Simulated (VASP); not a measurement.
A run of VASP 6.6.1 is set up as follows.

INCAR

```
ALGO = Normal
EDIFF = 1E-6
ENCUT = 520
GGA = PS
ISIF = 2
ISMEAR = 1
KPAR = 2
LASPH = True
LCHARG = True
LREAL = False
LVACPOTAV = True
LVHAR = True
LWAVE = False
NELM = 60
PREC = Accurate
SIGMA = 0.1
```

File KPOINTS:

```
k-points
0
Gamma
  16 16 1
```

File POSCAR:

```
Al                                      
1.0
    2.8567114000      0.0000000000      0.0000000000
    0.0000000000      2.8567114000      0.0000000000
    0.0000000000      0.0000000000     31.1600000000
  Al            
     9
Direct
     0.0000000000000000    0.0000000000000000    0.2406505576645661
     0.5000000000000000    0.5000000000000000    0.3057163388592073
     0.0000000000000000    0.0000000000000000    0.3704291306617519
     0.5000000000000000    0.5000000000000000    0.4356239509420162
     0.0000000000000000    0.0000000000000000    0.5000000000000000
     0.5000000000000000    0.5000000000000000    0.5643760490579838
     1.0000000000000000    0.0000000000000000    0.6295708693382481
     0.5000000000000000    0.5000000000000000    0.6942836611407927
     0.0000000000000000    0.0000000000000000    0.7593494423354339
```

Potentials or basis: VASP PAW PBE potentials, release 64 (Al).

Launch:

```sh
$ cat potpaw_PBE.64/Al/POTCAR > POTCAR
$ mpirun -np 2 vasp_std > vasp.out
```

Task: Estimate the largest force.

Result: 0.079 eV/Å.

Forces on the atoms (eV/Å):
```
Al   0.000  0.000  0.079
Al   0.000  0.000  0.015
Al   0.000  0.000  0.008
Al   0.000  0.000 -0.005
Al   0.000  0.000  0.000
Al   0.000  0.000  0.005
Al   0.000  0.000 -0.008
Al   0.000  0.000 -0.015
Al   0.000  0.000 -0.079
```

Caveat: the PAW data sets were made with another functional, which shifts forces and pressure a little.
